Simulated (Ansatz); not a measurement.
Input for Ansatz (plane-wave DFT, PAW):

```yaml
crystal:
  lattice:
    - [6.260479125, 0.0, 0.0]
    - [-3.1302395625, 5.4217339621, 0.0]
    - [0.0, 0.0, 24.1213864803]
  atoms:
    - { symbol: "N", position: [0.1666666667, 0.3333333333, 0.3316558941] }
    - { symbol: "N", position: [0.1666666667, 0.8333333333, 0.3316558941] }
    - { symbol: "N", position: [0.6666666667, 0.3333333333, 0.3316558941] }
    - { symbol: "N", position: [0.6666666667, 0.8333333333, 0.3316558941] }
    - { symbol: Al, position: [0.3333333333, 0.1666666667, 0.3562986318] }
    - { symbol: Al, position: [0.3333333333, 0.6666666667, 0.3562986318] }
    - { symbol: Al, position: [0.8333333333, 0.1666666667, 0.3562986318] }
    - { symbol: Al, position: [0.8333333333, 0.6666666667, 0.3562986318] }
    - { symbol: "N", position: [0.3333333333, 0.1666666667, 0.4356710521] }
    - { symbol: "N", position: [0.3333333333, 0.6666666667, 0.4356710521] }
    - { symbol: "N", position: [0.8333333333, 0.1666666667, 0.4356710521] }
    - { symbol: "N", position: [0.8333333333, 0.6666666667, 0.4356710521] }
    - { symbol: Al, position: [0.1666666667, 0.3333333333, 0.4603137898] }
    - { symbol: Al, position: [0.1666666667, 0.8333333333, 0.4603137898] }
    - { symbol: Al, position: [0.6666666667, 0.3333333333, 0.4603137898] }
    - { symbol: Al, position: [0.6666666667, 0.8333333333, 0.4603137898] }
    - { symbol: "N", position: [0.1666666667, 0.3333333333, 0.5396862102] }
    - { symbol: "N", position: [0.1666666667, 0.8333333333, 0.5396862102] }
    - { symbol: "N", position: [0.6666666667, 0.3333333333, 0.5396862102] }
    - { symbol: "N", position: [0.6666666667, 0.8333333333, 0.5396862102] }
    - { symbol: Al, position: [0.3333333333, 0.1666666667, 0.5643289479] }
    - { symbol: Al, position: [0.3333333333, 0.6666666667, 0.5643289479] }
    - { symbol: Al, position: [0.8333333333, 0.1666666667, 0.5643289479] }
    - { symbol: Al, position: [0.8333333333, 0.6666666667, 0.5643289479] }
    - { symbol: "N", position: [0.3333333333, 0.1666666667, 0.6437013682] }
    - { symbol: "N", position: [0.3333333333, 0.6666666667, 0.6437013682] }
    - { symbol: "N", position: [0.8333333333, 0.1666666667, 0.6437013682] }
    - { symbol: "N", position: [0.8333333333, 0.6666666667, 0.6437013682] }
    - { symbol: Al, position: [0.1666666667, 0.3333333333, 0.6683441059] }
    - { symbol: Al, position: [0.1666666667, 0.8333333333, 0.6683441059] }
    - { symbol: Al, position: [0.6666666667, 0.3333333333, 0.6683441059] }
    - { symbol: Al, position: [0.6666666667, 0.8333333333, 0.6683441059] }
basis:
  ecutwfc: 420
kpoints:
  mp_grid: { grid: [3, 3, 1] }
hamiltonian:
  xc: pbe
scf:
  occupations: { method: gaussian, width: 0.05 }
output:
  forces: true
  eigenvalues: true
  write_density: true
  write_potential: true
  elf: true
  volumetric_format: npy
relax:
  adjacent_minimum: "off"
  f_tol: 0.03
  max_steps: 70
  constraints: [{ sites: [0, 1, 2, 3, 4, 5, 6, 7, 8, 9, 10, 11, 12, 13, 14, 15] }]
efield:
  axis: 3
  dipole_correction: true
  ramp_width: 0.04
```

Run as
```bash
ansatz run input.yaml --threads 2 --pin off --max-ram 5120MiB --backend cpu --events-out ev --progress --plain --runs-dir out
```

All numbers below come from DFT PBE, scalar-relativistic, plane waves, PAW in Ansatz 0.2.0.

From the run's log, abridged (iterations and final results):

```
SCF iter   1: F=—  HF=-14772.651155 eV  |F-HF|=—  |Δ(HF+E_count)|=         —  Δρ=8.26e-3  dr2=1.01e1  ethr=1.77e-3  p=0.557 e·Å  D=1.23e-1 V/Å  ΔV_dip=-2.97 eV  dr2_dipole=6.79e0  V_vac-E_F(+/−)=4.34/7.31 eV  ⟨swp⟩=10.7  Hψ=1830  notcnv=0  defer=43
efield: sawtooth ramp at fractional position 0.9800 (placed from the atoms, in the widest stretch of the axis that holds none; the zero of the levels goes with the place), width 0.0400; the density the first Hamiltonian is built on has a dipole p = 0.557 e·Å; the dipole correction subtracts the counter field D = 1.23e-1 V/Å, which shifts the + side's vacuum level by -2.97 eV against the − side's; the planar-averaged density in the ramp window peaks in size at 4.3e-5 e/Å³
SCF iter   2: F=—  HF=-14927.130729 eV  |F-HF|=—  |Δ(HF+E_count)|=    1.54e2  Δρ=1.67e-1  dr2=9.09e3  ethr=1.77e-3  p=3.004 e·Å  D=6.64e-1 V/Å  ΔV_dip=-16.02 eV  dr2_dipole=9.02e3  V_vac-E_F(+/−)=-5.38/10.65 eV  ⟨swp⟩=25.3  Hψ=2771  notcnv=0  defer=66  recentre
SCF iter   3: F=—  HF=-14772.467163 eV  |F-HF|=—  |Δ(HF+E_count)|=    1.55e2  Δρ=7.44e-3  dr2=8.82e0  ethr=1.77e-3  p=0.569 e·Å  D=1.26e-1 V/Å  ΔV_dip=-3.03 eV  dr2_dipole=6.00e0  V_vac-E_F(+/−)=4.32/7.35 eV  ⟨swp⟩=7.3  Hψ=1423  notcnv=0  defer=80
SCF iter   4: F=—  HF=-14772.377906 eV  |F-HF|=—  |Δ(HF+E_count)|=   8.93e-2  Δρ=4.52e-3  dr2=1.17e0  ethr=1.77e-3  p=0.490 e·Å  D=1.08e-1 V/Å  ΔV_dip=-2.61 eV  dr2_dipole=8.41e-1  V_vac-E_F(+/−)=4.78/7.40 eV  ⟨swp⟩=4.3  Hψ=354  notcnv=0  defer=75
SCF iter   5: F=—  HF=-14772.773977 eV  |F-HF|=—  |Δ(HF+E_count)|=   3.96e-1  Δρ=1.85e-2  dr2=3.88e1  ethr=9.18e-4  p=0.530 e·Å  D=1.17e-1 V/Å  ΔV_dip=-2.83 eV  dr2_dipole=2.43e1  V_vac-E_F(+/−)=4.77/7.60 eV  ⟨swp⟩=2.7  Hψ=347  notcnv=0  defer=75  recentre
SCF iter   6: F=—  HF=-14772.410944 eV  |F-HF|=—  |Δ(HF+E_count)|=   3.63e-1  Δρ=7.78e-3  dr2=8.21e0  ethr=9.18e-4  p=0.677 e·Å  D=1.50e-1 V/Å  ΔV_dip=-3.61 eV  dr2_dipole=5.33e0  V_vac-E_F(+/−)=3.78/7.37 eV  ⟨swp⟩=2.3  Hψ=250  notcnv=0  defer=75
SCF iter   7: F=—  HF=-14772.428343 eV  |F-HF|=—  |Δ(HF+E_count)|=   1.74e-2  Δρ=8.19e-3  dr2=8.66e0  ethr=9.18e-4  p=0.729 e·Å  D=1.61e-1 V/Å  ΔV_dip=-3.88 eV  dr2_dipole=5.34e0  V_vac-E_F(+/−)=3.55/7.41 eV  ⟨swp⟩=1.0  Hψ=333  notcnv=0  defer=75
SCF iter   8: F=—  HF=-14772.331233 eV  |F-HF|=—  |Δ(HF+E_count)|=   9.71e-2  Δρ=5.52e-3  dr2=4.18e0  ethr=9.18e-4  p=0.673 e·Å  D=1.49e-1 V/Å  ΔV_dip=-3.59 eV  dr2_dipole=2.65e0  V_vac-E_F(+/−)=3.89/7.47 eV  ⟨swp⟩=1.0  Hψ=213  notcnv=0  defer=75
SCF iter   9: F=—  HF=-14772.308500 eV  |F-HF|=—  |Δ(HF+E_count)|=   2.27e-2  Δρ=5.55e-4  dr2=7.05e-3  ethr=9.18e-4  p=0.660 e·Å  D=1.46e-1 V/Å  ΔV_dip=-3.52 eV  dr2_dipole=3.03e-4  V_vac-E_F(+/−)=4.01/7.53 eV  ⟨swp⟩=1.0  Hψ=213  notcnv=0  defer=75
SCF iter  10: F=—  HF=-14772.339853 eV  |F-HF|=—  |Δ(HF+E_count)|=   3.14e-2  Δρ=5.45e-3  dr2=3.45e0  ethr=5.51e-6  p=0.623 e·Å  D=1.38e-1 V/Å  ΔV_dip=-3.32 eV  dr2_dipole=2.27e0  V_vac-E_F(+/−)=4.27/7.60 eV  ⟨swp⟩=3.0  Hψ=409  notcnv=0  defer=75
SCF iter  11: F=—  HF=-14772.310233 eV  |F-HF|=—  |Δ(HF+E_count)|=   2.96e-2  Δρ=8.60e-4  dr2=6.62e-2  ethr=5.51e-6  p=0.627 e·Å  D=1.39e-1 V/Å  ΔV_dip=-3.34 eV  dr2_dipole=4.17e-2  V_vac-E_F(+/−)=4.23/7.57 eV  ⟨swp⟩=2.3  Hψ=424  notcnv=0  defer=75
SCF iter  12: F=—  HF=-14772.310300 eV  |F-HF|=—  |Δ(HF+E_count)|=   6.65e-5  Δρ=3.15e-4  dr2=1.18e-2  ethr=5.51e-6  p=0.620 e·Å  D=1.37e-1 V/Å  ΔV_dip=-3.31 eV  dr2_dipole=7.86e-3  V_vac-E_F(+/−)=4.26/7.57 eV  ⟨swp⟩=1.7  Hψ=268  notcnv=0  defer=75
SCF iter  13: F=—  HF=-14772.310602 eV  |F-HF|=—  |Δ(HF+E_count)|=   3.02e-4  Δρ=6.88e-4  dr2=6.08e-2  ethr=5.51e-6  p=0.620 e·Å  D=1.37e-1 V/Å  ΔV_dip=-3.30 eV  dr2_dipole=4.05e-2  V_vac-E_F(+/−)=4.26/7.57 eV  ⟨swp⟩=1.7  Hψ=257  notcnv=0  defer=75  recentre
SCF iter  14: F=—  HF=-14772.310334 eV  |F-HF|=—  |Δ(HF+E_count)|=   2.68e-4  Δρ=7.44e-5  dr2=2.49e-4  ethr=5.51e-6  p=0.620 e·Å  D=1.37e-1 V/Å  ΔV_dip=-3.31 eV  dr2_dipole=1.73e-4  V_vac-E_F(+/−)=4.26/7.57 eV  ⟨swp⟩=1.3  Hψ=273  notcnv=0  defer=75
SCF iter  15: F=—  HF=-14772.310344 eV  |F-HF|=—  |Δ(HF+E_count)|=   9.77e-6  Δρ=1.27e-4  dr2=2.36e-3  ethr=1.95e-7  p=0.620 e·Å  D=1.37e-1 V/Å  ΔV_dip=-3.30 eV  dr2_dipole=1.54e-3  V_vac-E_F(+/−)=4.26/7.57 eV  ⟨swp⟩=1.3  Hψ=216  notcnv=0  defer=75
SCF iter  16: F=—  HF=-14772.310334 eV  |F-HF|=—  |Δ(HF+E_count)|=   9.90e-6  Δρ=4.66e-5  dr2=1.12e-4  ethr=1.95e-7  p=0.620 e·Å  D=1.37e-1 V/Å  ΔV_dip=-3.30 eV  dr2_dipole=7.23e-5  V_vac-E_F(+/−)=4.26/7.57 eV  ⟨swp⟩=1.0  Hψ=213  notcnv=0  defer=75
SCF iter  17: F=—  HF=-14772.310336 eV  |F-HF|=—  |Δ(HF+E_count)|=   2.16e-6  Δρ=1.14e-5  dr2=2.61e-5  ethr=8.74e-8  p=0.619 e·Å  D=1.37e-1 V/Å  ΔV_dip=-3.30 eV  dr2_dipole=1.58e-5  V_vac-E_F(+/−)=4.26/7.57 eV  ⟨swp⟩=1.0  Hψ=213  notcnv=0  defer=75
SCF iter  18: F=-14772.310339 eV  HF=-14772.310337 eV  |F-HF|=1.74e-6  |Δ(HF+E_count)|=   1.40e-6  Δρ=1.01e-5  dr2=2.06e-6  ethr=1.76e-8  p=0.620 e·Å  D=1.37e-1 V/Å  ΔV_dip=-3.30 eV  dr2_dipole=1.81e-8  V_vac-E_F(+/−)=4.26/7.57 eV  ⟨swp⟩=37.0  Hψ=3970  notcnv=0
SCF 1 converged in 18 iterations: F = -14772.310339 eV  dr2 = 2.06e-6
relax step   1: F+E_penalty+E_count = -14772.31033897 eV  Δ(F+E_penalty+E_count) = +0.000e0 eV  max|allowed force component| = 1.267e0 eV/Å  Δτ_max = 0.0000 Å  (18 SCF iters, dr2 threshold 2.25e-5 eV, accepted)
Initial density: handed on by an earlier stage of this run
Initial wavefunctions: those handed on with the density
SCF iter   1: F=—  HF=-14772.510757 eV  |F-HF|=—  |Δ(HF+E_count)|=         —  Δρ=6.97e-3  dr2=5.15e0  ethr=3.10e-3  p=0.620 e·Å  D=1.37e-1 V/Å  ΔV_dip=-3.30 eV  dr2_dipole=3.46e0  V_vac-E_F(+/−)=4.24/7.55 eV  ⟨swp⟩=2.0  Hψ=377  notcnv=0  defer=70
efield: sawtooth ramp at fractional position 0.9800 (handed on by an earlier solve), width 0.0400; the density the first Hamiltonian is built on has a dipole p = 0.620 e·Å; the dipole correction subtracts the counter field D = 1.37e-1 V/Å, which shifts the + side's vacuum level by -3.30 eV against the − side's; the planar-averaged density in the ramp window peaks in size at 1.1e-6 e/Å³
SCF iter   2: F=—  HF=-14772.452386 eV  |F-HF|=—  |Δ(HF+E_count)|=   5.84e-2  Δρ=5.86e-3  dr2=4.20e0  ethr=3.10e-3  p=0.651 e·Å  D=1.44e-1 V/Å  ΔV_dip=-3.47 eV  dr2_dipole=2.78e0  V_vac-E_F(+/−)=4.11/7.59 eV  ⟨swp⟩=1.7  Hψ=335  notcnv=0  defer=71
   ...
SCF iter   6: F=—  HF=-14772.617293 eV  |F-HF|=—  |Δ(HF+E_count)|=   1.57e-5  Δρ=3.58e-4  dr2=8.64e-3  ethr=2.04e-6  p=0.688 e·Å  D=1.52e-1 V/Å  ΔV_dip=-3.67 eV  dr2_dipole=5.42e-3  V_vac-E_F(+/−)=3.99/7.65 eV  ⟨swp⟩=1.0  Hψ=217  notcnv=0  defer=71
SCF iter   7: F=—  HF=-14772.617204 eV  |F-HF|=—  |Δ(HF+E_count)|=   8.94e-5  Δρ=1.47e-4  dr2=9.19e-4  ethr=2.04e-6  p=0.690 e·Å  D=1.52e-1 V/Å  ΔV_dip=-3.68 eV  dr2_dipole=4.37e-4  V_vac-E_F(+/−)=3.98/7.66 eV  ⟨swp⟩=2.0  Hψ=229  notcnv=0  defer=71
SCF iter   8: F=—  HF=-14772.617242 eV  |F-HF|=—  |Δ(HF+E_count)|=   3.89e-5  Δρ=7.52e-5  dr2=9.95e-5  ethr=7.18e-7  p=0.690 e·Å  D=1.53e-1 V/Å  ΔV_dip=-3.68 eV  dr2_dipole=5.25e-6  V_vac-E_F(+/−)=3.98/7.66 eV  ⟨swp⟩=1.7  Hψ=260  notcnv=0  defer=71
SCF iter   9: F=—  HF=-14772.618324 eV  |F-HF|=—  |Δ(HF+E_count)|=   1.08e-3  Δρ=4.08e-5  dr2=1.33e-4  ethr=7.78e-8  p=0.690 e·Å  D=1.52e-1 V/Å  ΔV_dip=-3.68 eV  dr2_dipole=9.20e-5  V_vac-E_F(+/−)=3.98/7.66 eV  ⟨swp⟩=2.7  Hψ=382  notcnv=0  defer=71
SCF iter  10: F=—  HF=-14772.618332 eV  |F-HF|=—  |Δ(HF+E_count)|=   8.25e-6  Δρ=2.12e-5  dr2=4.15e-5  ethr=7.78e-8  p=0.690 e·Å  D=1.52e-1 V/Å  ΔV_dip=-3.68 eV  dr2_dipole=2.92e-5  V_vac-E_F(+/−)=3.98/7.66 eV  ⟨swp⟩=1.0  Hψ=217  notcnv=0  defer=71
SCF iter  11: F=—  HF=-14772.618335 eV  |F-HF|=—  |Δ(HF+E_count)|=   2.46e-6  Δρ=1.94e-5  dr2=4.51e-6  ethr=3.24e-8  p=0.689 e·Å  D=1.52e-1 V/Å  ΔV_dip=-3.67 eV  dr2_dipole=1.75e-7  V_vac-E_F(+/−)=3.98/7.66 eV  ⟨swp⟩=1.7  Hψ=220  notcnv=0  defer=71
SCF iter  12: F=—  HF=-14772.618338 eV  |F-HF|=—  |Δ(HF+E_count)|=   2.88e-6  Δρ=1.12e-5  dr2=2.11e-6  ethr=3.53e-9  p=0.689 e·Å  D=1.52e-1 V/Å  ΔV_dip=-3.67 eV  dr2_dipole=6.69e-7  V_vac-E_F(+/−)=3.99/7.66 eV  ⟨swp⟩=2.0  Hψ=395  notcnv=0  defer=71
SCF iter  13: F=—  HF=-14772.618339 eV  |F-HF|=—  |Δ(HF+E_count)|=   1.44e-6  Δρ=3.50e-6  dr2=1.92e-7  ethr=1.65e-9  p=0.689 e·Å  D=1.52e-1 V/Å  ΔV_dip=-3.67 eV  dr2_dipole=8.96e-9  V_vac-E_F(+/−)=3.99/7.66 eV  ⟨swp⟩=2.3  Hψ=345  notcnv=0  defer=71
SCF iter  14: F=—  HF=-14772.618339 eV  |F-HF|=—  |Δ(HF+E_count)|=   3.01e-8  Δρ=2.64e-6  dr2=1.62e-7  ethr=7.81e-11  p=0.689 e·Å  D=1.52e-1 V/Å  ΔV_dip=-3.67 eV  dr2_dipole=7.51e-8  V_vac-E_F(+/−)=3.99/7.66 eV  ⟨swp⟩=25.0  Hψ=2943  notcnv=0
SCF iter  15: F=—  HF=-14772.618339 eV  |F-HF|=—  |Δ(HF+E_count)|=   5.79e-8  Δρ=2.18e-6  dr2=2.91e-7  ethr=1.27e-10  p=0.689 e·Å  D=1.52e-1 V/Å  ΔV_dip=-3.67 eV  dr2_dipole=1.86e-7  V_vac-E_F(+/−)=3.99/7.66 eV  ⟨swp⟩=1.0  Hψ=217  notcnv=0
SCF iter  16: F=-14772.618339 eV  HF=-14772.618339 eV  |F-HF|=5.33e-8  |Δ(HF+E_count)|=   1.54e-8  Δρ=9.18e-7  dr2=2.09e-8  ethr=7.81e-11  p=0.689 e·Å  D=1.52e-1 V/Å  ΔV_dip=-3.67 eV  dr2_dipole=4.48e-10  V_vac-E_F(+/−)=3.99/7.66 eV  ⟨swp⟩=13.0  Hψ=2064  notcnv=0
SCF 4 converged in 16 iterations: F = -14772.618339 eV  dr2 = 2.09e-8
relax step   4: F+E_penalty+E_count = -14772.61833928 eV  Δ(F+E_penalty+E_count) = -5.125e-3 eV  max|allowed force component| = 2.994e-2 eV/Å  Δτ_max = 0.0424 Å  (16 SCF iters, accepted)
WARN: The output density's exchange-correlation potential varies sharply where the density is thin. Do not read a vacuum level from v_tot or v_xc, or from such a field of the output density. On a cell that repeats whose density bears no net charge and no dipole along the vacuum's axis use v_es (v_loc + v_h of the components); under efield.dipole_correction with no amplitude use v_es + v_field, which holds any external_charges[].barrier, or the levels of the report's work_function block, which leave it out; under a non-zero efield.amplitude the vacuum is tilted and has no level; on a cell that repeats and bears such a dipole with no correction it is tilted too, and efield.dipole_correction wi ...
SCF converged after 16 iterations
Free energy (F): -14772.618339 eV
Harris-Foulkes:  -14772.618339 eV  (|F-HF|=5.33e-8)
Internal energy: -14772.561720 eV  (E = F + TS)
E sigma→0 (E₀):  -14772.590030 eV
Entropy (-TS):   -0.056619 eV (-1.769 meV/atom)
Fermi energy:    0.341292 eV
Dipole field:    D = 0.152299 V/Å  (p = 0.689103 e·Å, saw-weighted, corrected)
Work function:   Φ+ = 3.9859 eV   Φ− = 7.6596 eV
Levels:          The Fermi level and band energies are counted from a zero that moves with the ramp; work functions are not
--- Per-component energies (eV) ---
  E_band       = -833.396935
  E_kinetic    = 2510.647893
  E_local      = -64648.782754  (includes V_loc(G=0)·N_el)
  E_nonlocal   = 888.236076
  E_hartree    = 31243.133229
  E_xc         = -1612.162492
  E_vxc        = -1704.301912  (∫ρ·V_xc dr)
  E_paw        = -9517.441315  (= ΣΔE_a)
  E_vpaw       = -366.971413  (= ΣTr[D̂ρ^β])
  E_aug_tail   = 0.001524  (compensation charges beyond the density's cutoff)
  E_efield     = 0.052475  (sawtooth field / dipole correction)
  E_vefield    = 1.494830  (∫n·V_field dr)
  E_ewald      = 26363.753644
  E_smearing   = -0.056619  (= −TS)
--- Forces (eV/Å), atoms counted from 1 ---
  atom   1  N      0.00000000     0.00000000     2.09875189
  atom   2  N      0.00000000     0.00000000     2.09875189
  atom   3  N      0.00000000     0.00000000     2.09875189
  atom   4  N      0.00000000     0.00000000     2.09875189
  atom   5  Al     0.00000000     0.00000000    -2.73479316
  atom   6  Al     0.00000000     0.00000000    -2.73479316
  atom   7  Al     0.00000000     0.00000000    -2.73479316
  atom   8  Al     0.00000000     0.00000000    -2.73479316
  atom   9  N      0.00000000     0.00000000     1.96970815
  atom  10  N      0.00000000     0.00000000     1.96970815
  atom  11  N      0.00000000     0.00000000     1.96970815
  atom  12  N      0.00000000     0.00000000     1.96970815
  atom  13  Al     0.00000000     0.00000000    -1.36318982
  atom  14  Al     0.00000000     0.00000000    -1.36318982
  atom  15  Al     0.00000000     0.00000000    -1.36318982
  atom  16  Al     0.00000000     0.00000000    -1.36318982
  atom  17  N      0.00000000     0.00000000    -0.01203431
  atom  18  N      0.00000000     0.00000000    -0.01203431
  atom  19  N      0.00000000     0.00000000    -0.01203431
  atom  20  N      0.00000000     0.00000000    -0.01203431
  atom  21  Al     0.00000000     0.00000000     0.00956179
  atom  22  Al     0.00000000     0.00000000     0.00956179
  atom  23  Al     0.00000000     0.00000000     0.00956179
  atom  24  Al     0.00000000     0.00000000     0.00956179
  atom  25  N      0.00000000     0.00000000     0.00216734
  atom  26  N      0.00000000     0.00000000     0.00216734
  atom  27  N      0.00000000     0.00000000     0.00216734
  atom  28  N      0.00000000     0.00000000     0.00216734
  atom  29  Al     0.00000000     0.00000000     0.02994448
  atom  30  Al     0.00000000     0.00000000     0.02994448
  atom  31  Al     0.00000000     0.00000000     0.02994448
  atom  32  Al     0.00000000     0.00000000     0.02994448
--- Band table (eV) ---
  k-point 0: bands = ["-17.4533", "-16.4006", "-15.8290", "-15.8290", "-15.8290", "-15.1993", "-15.1993", "-15.1993", "-15.1456", "-13.8900", "-13.8900", "-13.8900", "-12.7716", "-11.6064", "-11.6064", "-11.6064", "-8.2775", "-8.2775", "-8.2775", "-7.6814", "-7.5994", "-7.5994", "-7.5994", "-6.2412", "-6.2412", "-6.2412", "-5.7179", "-5.1438", "-5.1438", "-5.1438", "-4.6894", "-4.6894", "-4.6894", "-4.2060", "-4.2060", "-4.2060", "-3.9310", "-3.9310", "-3.9310", "-3.8388", "-3.8388", "-3.8388", "-3.7090", "-3.7090", "-3.6052", "-3.0640", "-3.0640", "-2.4873", "-2.4873", "-2.4873", "-2.4502", "-2.4502", "-2.4502", "-1.6325", "-1.6325", "-0.8495", "-0.2979", "-0.2979", "-0.2979", "-0.2228", "0 ...
  k-point 1: bands = ["-17.1377", "-16.3599", "-16.1308", "-15.8636", "-15.8636", "-15.5230", "-15.2005", "-15.2005", "-14.8786", "-14.2600", "-13.9000", "-13.9000", "-12.5170", "-11.9385", "-11.6118", "-11.6118", "-7.7925", "-7.7925", "-7.3836", "-7.3320", "-7.2066", "-7.2066", "-6.9178", "-6.0709", "-6.0181", "-6.0181", "-5.8233", "-5.5025", "-5.5025", "-5.1852", "-5.1852", "-5.1650", "-4.9523", "-4.6939", "-4.6939", "-4.4766", "-4.2116", "-4.1793", "-3.9923", "-3.9302", "-3.9302", "-3.7176", "-3.7176", "-3.6590", "-3.4362", "-3.3728", "-3.2711", "-3.2460", "-3.2460", "-2.7453", "-2.2956", "-2.2509", "-2.2509", "-2.1457", "-1.8708", "-1.0314", "-1.0314", "-0.7291", "-0.2617", "-0.1232", "- ...
  k-point 2: bands = ["-16.5841", "-16.5841", "-16.5841", "-15.6853", "-15.6853", "-15.6853", "-15.5845", "-15.0468", "-14.4295", "-14.4295", "-14.4295", "-13.7073", "-12.0946", "-12.0946", "-12.0946", "-11.4391", "-7.2564", "-7.1476", "-6.8305", "-6.8305", "-6.8305", "-6.8040", "-6.6575", "-6.6575", "-6.6575", "-6.0412", "-5.9636", "-5.9636", "-5.9636", "-5.4224", "-4.7114", "-4.6852", "-4.6852", "-4.6852", "-4.6589", "-4.6589", "-4.6589", "-4.5858", "-4.2670", "-4.2670", "-4.2670", "-3.7702", "-3.7702", "-3.7702", "-3.6255", "-3.6081", "-3.0575", "-3.0575", "-3.0575", "-2.6622", "-2.6622", "-2.6622", "-2.3765", "-1.8121", "-1.6553", "-1.6553", "-1.6553", "-0.3907", "-0.3907", "-0.3907", "0 ...
--- Relaxed structure (4 steps of the walk, 4 accepted, 0 SCFs on fresh bases) ---
  F+E_penalty+E_count = -14772.61833928 eV   max|allowed force component| = 2.994e-2 eV/Å
  atoms:
    - { symbol: N, position: [0.16666666, 0.33333333, 0.33165589] }
    - { symbol: N, position: [0.16666666, 0.83333333, 0.33165589] }
    - { symbol: N, position: [0.66666666, 0.33333333, 0.33165589] }
    - { symbol: N, position: [0.66666666, 0.83333333, 0.33165589] }
    - { symbol: Al, position: [0.33333333, 0.16666666, 0.35629863] }
    - { symbol: Al, position: [0.33333333, 0.66666666, 0.35629863] }
    - { symbol: Al, position: [0.83333333, 0.16666666, 0.35629863] }
    - { symbol: Al, position: [0.83333333, 0.66666666, 0.35629863] }
    - { symbol: N, position: [0.33333333, 0.16666666, 0.43567105] }
    - { symbol: N, position: [0.33333333, 0.66666666, 0.43567105] }
    - { symbol: N, position: [0.83333333, 0.16666666, 0.43567105] }
    - { symbol: N, position: [0.83333333, 0.66666666, 0.43567105] }
    - { symbol: Al, position: [0.16666666, 0.33333333, 0.46031378] }
    - { symbol: Al, position: [0.16666666, 0.83333333, 0.46031378] }
    - { symbol: Al, position: [0.66666666, 0.33333333, 0.46031378] }
    - { symbol: Al, position: [0.66666666, 0.83333333, 0.46031378] }
    - { symbol: N, position: [0.16666666, 0.33333333, 0.54201379] }
    - { symbol: N, position: [0.16666666, 0.83333333, 0.54201379] }
    - { symbol: N, position: [0.66666666, 0.33333333, 0.54201379] }
    - { symbol: N, position: [0.66666666, 0.83333333, 0.54201379] }
    - { symbol: Al, position: [0.33333333, 0.16666666, 0.56218883] }
    - { symbol: Al, position: [0.33333333, 0.66666666, 0.56218883] }
    - { symbol: Al, position: [0.83333333, 0.16666666, 0.56218883] }
    - { symbol: Al, position: [0.83333333, 0.66666666, 0.56218883] }
    - { symbol: N, position: [0.33333333, 0.16666666, 0.64487322] }
    - { symbol: N, position: [0.33333333, 0.66666666, 0.64487322] }
    - { symbol: N, position: [0.83333333, 0.16666666, 0.64487322] }
    - { symbol: N, position: [0.83333333, 0.66666666, 0.64487322] }
    - { symbol: Al, position: [0.16666666, 0.33333333, 0.66598080] }
    - { symbol: Al, position: [0.16666666, 0.83333333, 0.66598080] }
    - { symbol: Al, position: [0.66666666, 0.33333333, 0.66598080] }
    - { symbol: Al, position: [0.66666666, 0.83333333, 0.66598080] }
```

The relaxation met its thresholds.

The run took 94 s on 2 threads of Arm Neoverse V1 (shared host), peak memory 1.2 GiB.

Spin polarisation was left out, and a magnetic state may lie lower.